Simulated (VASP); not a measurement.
# TePb (Fm-3m) in VASP: settings compared

Aim: see how the results for TePb move with the level of theory and the settings. Levels: r2SCAN, LDA, PBEsol. Tasks: relaxation of the atoms, single point.

All numbers are computed with VASP 6.6.1; they aren't measurements. Logs are shortened: lines on timing, memory, paths and dates and some standing lists are left out, and cuts for length are marked.

**Measured values to compare with.**

A printed reference work, monograph reports, for a bulk crystal of TePb at 4.2 K: band gap 0.19 eV (direct).

The results are compared with them further down.

**1. The cell of the first run**

Symmetry: Fm-3m, No. 225, cubic system. The conventional cell has a = 6.666 Å, b = 6.666 Å, c = 6.666 Å, α = 90.00°, β = 90.00°, γ = 90.00°. Te (site symmetry m-3m) has 6 Pb at 3.33 Å within 4.4 Å. Pb (site symmetry m-3m) has 6 Te at 3.33 Å within 4.4 Å.

**2. Relaxation of the atoms, r2SCAN**

Contents of POSCAR:

```
TePb
1.0
    0.0000000000      3.3327823000      3.3327823000
    3.3327823000      0.0000000000      3.3327823000
    3.3327823000      3.3327823000      0.0000000000
Te Pb
1 1
Direct
    0.5000000000      0.5000000000      0.5000000000
    0.0000000000      0.0000000000      0.0000000000
```

Contents of INCAR.step1:

```
PREC = Accurate ; ENCUT = 520
ISMEAR = -1 ; SIGMA = 0.02
LREAL = F ; LASPH = T
NELM = 60 ; GGA = PE
ALGO = Normal ; EDIFF = 1E-4
LWAVE = T ; LCHARG = F
```

Contents of INCAR.step2:

```
PREC = Accurate ; ENCUT = 520
EDIFF = 1E-6 ; ISMEAR = -1
SIGMA = 0.02 ; LREAL = F
LASPH = T ; NELM = 60
ALGO = Normal ; ISIF = 2
LWAVE = F ; LCHARG = F
METAGGA = R2SCAN ; LMIXTAU = T
IBRION = 2 ; NSW = 50
EDIFFG = -0.01 ; ISTART = 1
```

Contents of KPOINTS:

```
Automatic mesh
0
Gamma
  8 8 8
```

Potentials or basis: VASP PAW PBE potentials, release 64 (Te, Pb_d).

The run is started by

```console
> cat potpaw_PBE.64/Te/POTCAR potpaw_PBE.64/Pb_d/POTCAR > POTCAR
> cp INCAR.step1 INCAR
> mpirun -np 1 vasp_std > vasp.out
> cp INCAR.step2 INCAR
> mpirun -np 1 vasp_std > vasp.out
```

OUTCAR:

```text
PREC = Accurate
   ENCUT = 520
   EDIFF = 1E-6
   ISMEAR = -1
   LREAL = F
   LASPH = T
   NELM = 60
   ISIF = 2
   METAGGA = R2SCAN
   IBRION = 2
   NSW = 50
   EDIFFG = -0.01
   ISTART = 1

 ion  position               nearest neighbor table
   1  0.500  0.500  0.500-   2 3.33   2 3.33   2 3.33   2 3.33   2 3.33   2 3.33
   2  0.000  0.000  0.000-   1 3.33   1 3.33   1 3.33   1 3.33   1 3.33   1 3.33

  LATTYP: Found a face centered cubic cell.
 ALAT       =     6.6655646000

  Lattice vectors:

 A1 = (   0.0000000000,   3.3327823000,   3.3327823000)
 A2 = (   3.3327823000,   0.0000000000,   3.3327823000)
 A3 = (   3.3327823000,   3.3327823000,   0.0000000000)

Analysis of symmetry for initial positions (statically):
=====================================================================
 Subroutine PRICEL returns:
 Original cell was already a primitive cell.

 Routine SETGRP: Setting up the symmetry group for a
 face centered cubic supercell.

 Subroutine GETGRP returns: Found 48 space group operations
 (whereof 48 operations were pure point group operations)
 out of a pool of 48 trial point group operations.

The static configuration has the point symmetry O_h .

Analysis of symmetry for dynamics (positions and initial velocities):
=====================================================================
 Subroutine PRICEL returns:
 Original cell was already a primitive cell.

 Routine SETGRP: Setting up the symmetry group for a
 face centered cubic supercell.

 Subroutine GETGRP returns: Found 48 space group operations
 (whereof 48 operations were pure point group operations)
 out of a pool of 48 trial point group operations.

The dynamic configuration has the point symmetry O_h .

 Subroutine INISYM returns: Found 48 space group operations
 (whereof 48 operations are pure point group operations),
 and found     1 'primitive' translations

----------------------------------------------------------------------------------------

                                     Primitive cell

  volume of cell :      74.0373

  direct lattice vectors                    reciprocal lattice vectors
     0.000000000  3.332782300  3.332782300    -0.150024801  0.150024801  0.150024801
     3.332782300  0.000000000  3.332782300     0.150024801 -0.150024801  0.150024801
     3.332782300  3.332782300  0.000000000     0.150024801  0.150024801 -0.150024801

  length of vectors
     4.713265929  4.713265929  4.713265929     0.259850577  0.259850577  0.259850577

  position of ions in fractional coordinates (direct lattice)
     0.500000000  0.500000000  0.500000000
     0.000000000  0.000000000  0.000000000

  ion indices of the primitive-cell ions
   primitive index   ion index
                 1           1
                 2           2

----------------------------------------------------------------------------------------

 KPOINTS: Automatic mesh

Automatic generation of k-mesh.
 Grid dimensions read from file:
 generate k-points for:    8    8    8

 Generating k-lattice:

  Cartesian coordinates                     Fractional coordinates (reciprocal lattice)
    -0.018753100  0.018753100  0.018753100     0.125000000  0.000000000  0.000000000
     0.018753100 -0.018753100  0.018753100     0.000000000  0.125000000  0.000000000
     0.018753100  0.018753100 -0.018753100     0.000000000  0.000000000  0.125000000

  Length of vectors
     0.032481322  0.032481322  0.032481322

  Shift w.r.t. Gamma in fractional coordinates (k-lattice)
     0.000000000  0.000000000  0.000000000

 Subroutine IBZKPT returns following result:
 ===========================================

 Found     29 irreducible k-points:

 Following reciprocal coordinates:
            Coordinates               Weight
  0.000000  0.000000  0.000000      1.000000
  0.125000  0.000000  0.000000      8.000000
  0.250000  0.000000  0.000000      8.000000
  0.375000  0.000000  0.000000      8.000000
  0.500000  0.000000  0.000000      4.000000
  0.125000  0.125000  0.000000      6.000000
[... 16 lines left out ...]
  0.500000  0.250000  0.125000     48.000000
 -0.375000  0.250000  0.125000     24.000000
 [... further k-points ...]
   k-points           NKPTS =     29   k-points in BZ     NKDIM =     29   number of bands    NBANDS=     14
   number of dos      NEDOS =    301   number of ions     NIONS =      2
   total plane-waves  NPLWV =  46656
   dimension x,y,z NGX =    36 NGY =   36 NGZ =   36
   dimension x,y,z NGXF=    72 NGYF=   72 NGZF=   72
   ions per type =               1   1
   NGX,Y,Z   is equivalent  to a cutoff of  12.70, 12.70, 12.70 a.u.
   NGXF,Y,Z  is equivalent  to a cutoff of  25.40, 25.40, 25.40 a.u.
 SYSTEM =  unknown system
   PREC   = accura    normal or accurate (medium, high low for compatibility)
   ISTART =      1    job   : 0-new  1-cont  2-samecut
   ICHARG =      0    charge: 1-file 2-atom 10-const
   ISPIN  =      1    spin polarized calculation?
   LNONCOLLINEAR =      F non collinear calculations
   LSORBIT =      F    spin-orbit coupling
   LASPH  =      T    aspherical Exc in radial PAW
   ENCUT  =  520.0 eV  38.22 Ry    6.18 a.u.   8.76  8.76  8.76*2*pi/ulx,y,z
   NELM   =     60;   NELMIN=  2; NELMDL=  0     # of ELM steps
   EDIFF  = 0.1E-05   stopping-criterion for ELM
   LREAL  =      F    real-space projection
   EDIFFG = -.1E-01   stopping-criterion for IOM
   NSW    =     50    number of steps for IOM
   IBRION =      2    ionic relax: 0-MD 1-quasi-New 2-CG
   NFREE  =      1    steps in history (QN), initial steepest desc. (CG)
   ISIF   =      2    stress and relaxation
   ISYM   =      2    0-nonsym 1-usesym 2-fastsym
   POTIM  = 0.5000    time-step for ionic-motion
   TEBEG  =    0.0;   TEEND  =   0.0 temperature during run
   PSTRESS=    0.0 pullay stress
   NELECT =      20.0000    total number of electrons
   NUPDOWN=      -1.0000    fix difference up-down
   EMIN   =  10.00;   EMAX   =-10.00  energy-range for DOS
   EFERMI =   0.00;   METHOD = LEGACY
   ISMEAR =    -1;   SIGMA  =   0.02  broadening in eV -4-tet -1-fermi 0-gaus
   EFERMI_NEDOS =   21; number of points for ismear=-14 and -15
   IALGO  =     38    algorithm
   IMIX   =      4    mixing-type and parameters
     AMIX     =   0.40;   BMIX     =  1.00
     AMIX_MAG =   1.60;   BMIX_MAG =  1.00
  volume/ion in A,a.u.               =      37.02       249.81
  Fermi-wavevector in a.u.,A,eV,Ry     =   1.058282  1.999862 15.237978  1.119960
  Thomas-Fermi vector in A             =   2.193585
   LORBIT       =      0    0 simple, 1 ext, 2 COOP (PROOUT), +10 PAW based schemes
   METAGGA = R2SCAN    functional components
   LHFCALC =     F    Hartree Fock is set to
   AEXX    =    0.0000 exact exchange contribution
   IVDW    =     0    specifies the selected vdW correction
   LEPSILON=     F    determine dielectric tensor
   LRPA    =     F    only Hartree local field effects (RPA)
 conjugate gradient relaxation of ions
 non-spin polarized calculation
  energy-cutoff  :      520.00
  volume of cell :       74.04
 maximum number of plane-waves:      2012
   NGX = 17   NGY = 17   NGZ = 17

 number of electron      19.9999998 magnetization

 Free energy of the ion-electron system (eV)
  ---------------------------------------------------
  ext. energy  EPLUGINS =         0.00000000
  ---------------------------------------------------
  free energy    TOTEN  =       -82.67602323 eV

  energy without entropy =      -82.67602323  energy(sigma->0) =      -82.67602323

 E-fermi :   4.8012     XC(G=0):  -9.3743

 val. band max:        4.3310253525   @ k =   0.5000   0.0000   0.0000
 cond. band min:       5.5295129698   @ k =   0.5000   0.0000   0.0000
 fundamental gap:      1.1984876173
 Fermi energy:         4.8011843748

 k-point     1 :       0.0000    0.0000    0.0000
  band No.  band energies     occupation
      1     -12.9018      2.00000
      2     -12.9018      2.00000
      3     -12.8973      2.00000
      4     -12.8973      2.00000
      5     -12.8973      2.00000
      6      -7.4049      2.00000
      7      -1.5320      2.00000
      8       3.2171      2.00000
      9       3.2171      2.00000
     10       3.2171      2.00000
     11       8.5809      0.00000
     12       8.5809      0.00000
     13       8.5809      0.00000
     14      10.7403      0.00000

 k-point     2 :       0.1250    0.0000    0.0000
  band No.  band energies     occupation
      1     -12.9031      2.00000
      2     -12.9031      2.00000
      3     -12.8970      2.00000
      4     -12.8958      2.00000
      5     -12.8958      2.00000
      6      -7.2819      2.00000
      7      -1.8891      2.00000
      8       3.2556      2.00000
      9       3.2556      2.00000
     10       3.4074      2.00000
     11       7.8839      0.00000
     12       8.0419      0.00000
     13       8.0419      0.00000
     14      10.5857      0.00000

 k-point     3 :       0.2500    0.0000    0.0000
  band No.  band energies     occupation
      1     -12.9068      2.00000
      2     -12.9068      2.00000
      3     -12.8962      2.00000
      4     -12.8916      2.00000
      5     -12.8916      2.00000
      6      -6.9308      2.00000
      7      -2.7222      2.00000
      8       3.3717      2.00000
      9       3.3717      2.00000
     10       3.7880      2.00000
     11       6.7784      0.00000
     12       7.0838      0.00000
     13       7.0838      0.00000
     14      10.8569      0.00000
[... 324 lines left out ...]
 k-point    23 :       0.5000    0.2500    0.1250
  band No.  band energies     occupation
      1     -12.9202      2.00000
      2     -12.9057      2.00000
      3     -12.8952      2.00000
      4     -12.8878      2.00000
      5     -12.8853      2.00000
      6      -6.2212      2.00000
      7      -3.5518      2.00000
      8       1.9222      2.00000
      9       2.5471      2.00000
     10       3.7628      2.00000
     11       6.3922      0.00000
     12       7.5635      0.00000
     13       8.8020      0.00000
     14      10.6433      0.00000

 k-point    24 :      -0.3750    0.2500    0.1250
  band No.  band energies     occupation
      1     -12.9214      2.00000
      2     -12.9073      2.00000
      3     -12.8927      2.00000
      4     -12.8891      2.00000
      5     -12.8838      2.00000
      6      -5.9776      2.00000
      7      -3.8597      2.00000
      8       1.9650      2.00000
      9       2.1354      2.00000
     10       3.9726      2.00000
     11       6.0471      0.00000
     12       8.0912      0.00000
     13       8.4462      0.00000
     14      11.6805      0.00000

 [... further k-points ...]

------------------------ aborting loop because EDIFF is reached ----------------------------------------

  FORCE on cell =-STRESS in cart. coord.  units (eV):
  Direction    XX          YY          ZZ          XY          YZ          ZX
  --------------------------------------------------------------------------------------
  -------------------------------------------------------------------------------------
  Total       -1.0188638     -1.0188638     -1.0188638      0.0000000      0.0000000      0.0000000
  in kB      -22.0483382    -22.0483382    -22.0483382      0.0000000      0.0000000      0.0000000
  external PRESSURE =     -22.0483382 kB  Pullay stress =       0.0000000 kB

 VOLUME and BASIS-vectors are now :
 -----------------------------------------------------------------------------
  energy-cutoff  :      520.00
  volume of cell :       74.04
      direct lattice vectors                 reciprocal lattice vectors
     0.000000000  3.332782300  3.332782300    -0.150024801  0.150024801  0.150024801
     3.332782300  0.000000000  3.332782300     0.150024801 -0.150024801  0.150024801
     3.332782300  3.332782300  0.000000000     0.150024801  0.150024801 -0.150024801

 POSITION                                       TOTAL-FORCE (eV/Angst)
 -----------------------------------------------------------------------------------
      3.33278      3.33278      3.33278         0.000000      0.000000      0.000000
      0.00000      0.00000      0.00000         0.000000      0.000000     -0.000000
 -----------------------------------------------------------------------------------
    total drift:                               -0.000000      0.000000      0.000000

  FREE ENERGIE OF THE ION-ELECTRON SYSTEM (eV)
  ---------------------------------------------------
  free  energy   TOTEN  =       -82.6760232252 eV

  energy  without entropy=      -82.6760232252  energy(sigma->0) =      -82.67602323

 reached required accuracy - stopping structural energy minimisation
```

Wall time 61 s (1 thread of Intel Xeon Platinum 8488C (Sapphire Rapids), shared host); peak memory 0.23 GiB.

Results:

```
Free energy             : -82.6760 eV
Pressure after relaxing : -2.2 GPa
Band gap on the k mesh  : 1.20 eV
```

Final structure:
```
CELL_PARAMETERS angstrom
0.00000 3.33278 3.33278
3.33278 0.00000 3.33278
3.33278 3.33278 0.00000
ATOMIC_POSITIONS crystal
Te 0.50000 0.50000 0.50000
Pb 0.00000 0.00000 0.00000
```

Levels at points of the mesh, in eV from the valence-band top:
```
           k point  band 6  band 7  band 8  band 9  band 10  band 11  band 12  band 13  band 14
(0.00, 0.00, 0.00)  -11.74   -5.86   -1.11   -1.11    -1.11     4.25     4.25     4.25     6.41
(0.50, 0.00, 0.00)  -10.46   -8.41   -0.70   -0.70     0.00     1.20     1.66     1.66     8.83
(0.50, 0.50, 0.00)  -10.28   -7.35   -3.94   -2.41    -2.41     3.99     5.50     5.50     6.63
```

Caveat: the relaxation stopped at its first step, so nothing moved; the PAW data sets were made with another functional, which shifts forces and pressure a little; spin-orbit coupling is left out, which moves the levels of the heavy elements.

**3. Relaxation of the atoms, r2SCAN**

This run uses another cell than the first one, of 35.62 Å³/atom.

Contents of POSCAR:

```
TePb
1.0
    0.0000000000      3.2903218500      3.2903218500
    3.2903218500      0.0000000000      3.2903218500
    3.2903218500      3.2903218500      0.0000000000
Te Pb
1 1
Direct
    0.5000000000      0.5000000000      0.5000000000
    0.0000000000      0.0000000000      0.0000000000
```

Contents of INCAR.step1:

```
PREC = Accurate
ENCUT = 520
ISMEAR = -1
SIGMA = 0.02
LREAL = F
LASPH = T
NELM = 100
GGA = PE
ALGO = Normal
EDIFF = 1E-4
LWAVE = T
LCHARG = F
```

Contents of INCAR.step2:

```
PREC = Accurate
ENCUT = 520
EDIFF = 1E-6
ISMEAR = -1
SIGMA = 0.02
LREAL = F
LASPH = T
NELM = 100
ALGO = Normal
ISIF = 2
LWAVE = F
LCHARG = F
METAGGA = R2SCAN
LMIXTAU = T
IBRION = 2
NSW = 50
EDIFFG = -0.01
ISTART = 1
```

KPOINTS is that of step 2.

Potentials or basis: VASP PAW PBE potentials, release 64 (Te, Pb_d).

The run is started by

```console
> cat potpaw_PBE.64/Te/POTCAR potpaw_PBE.64/Pb_d/POTCAR > POTCAR
> cp INCAR.step1 INCAR
> mpirun -np 1 vasp_std > vasp.out
> cp INCAR.step2 INCAR
> mpirun -np 1 vasp_std > vasp.out
```

It took 93 s on 1 thread of AMD EPYC 9R45 (Zen 5), shared host; peak memory 0.19 GiB.

Results (log left out):

- Free energy: -82.7025 eV
- Pressure after relaxing: -0.9 GPa
- Band gap on the k mesh: 1.13 eV

Final structure:
```
Te Pb
1.0
     0.00000    3.29032    3.29032
     3.29032    0.00000    3.29032
     3.29032    3.29032    0.00000
Te Pb
1 1
Direct
  0.50000 0.50000 0.50000
  0.00000 0.00000 0.00000
```

Levels at points of the mesh, in eV from the valence-band top:
```
           k point  band 8  band 9  band 10  band 11  band 12  band 13
(0.00, 0.00, 0.00)   -1.27   -1.27    -1.27     4.30     4.30     4.30
(0.50, 0.00, 0.00)   -0.83   -0.83     0.00     1.13     1.56     1.56
(0.50, 0.50, 0.00)   -4.24   -2.63    -2.63     3.83     5.63     5.63
```

Caveat: the relaxation stopped at its first step, so nothing moved; the PAW data sets were made with another functional, which shifts forces and pressure a little; spin-orbit coupling is left out, which moves the levels of the heavy elements.

[end of part 1 of 2]
